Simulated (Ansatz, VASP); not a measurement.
**ScAl3 in VASP and in Ansatz**

```
Sc Al
1.0
     4.10533    0.00000    0.00000
     0.00000    4.10533    0.00000
     0.00000    0.00000    3.94112
Sc Al
1 3
Direct
  0.00000 0.00000 0.00000
  0.50000 0.00000 0.50000
  0.00000 0.50000 0.50000
  0.50000 0.50000 0.00000
```

Change from the starting cell: strain +0.000 along x and y, -0.040 along z, atoms carried along.

Alike in both runs: task single point; functional PBE; k mesh 12 × 12 × 12; occupations gaussian, width 0.15 eV; no spin polarisation.

```csv
,VASP,Ansatz
version,VASP 6.6.1,Ansatz 0.2.0
potentials or method,"VASP PAW PBE potentials, release 64 (Sc_sv, Al)","scalar-relativistic, plane waves, PAW"
plane-wave cutoff (eV),520,420
valence electrons in the cell,20,20
```

```csv
,VASP,Ansatz,Ansatz less VASP
gap on the k mesh at the Fermi level (eV),none,none,-
pressure (GPa),4.0,4.0,-0.01
largest component of the traceless stress (GPa),4.04,4.03,-0.009
```

A gap of «none» marks a metal or a gap that the smearing closes.
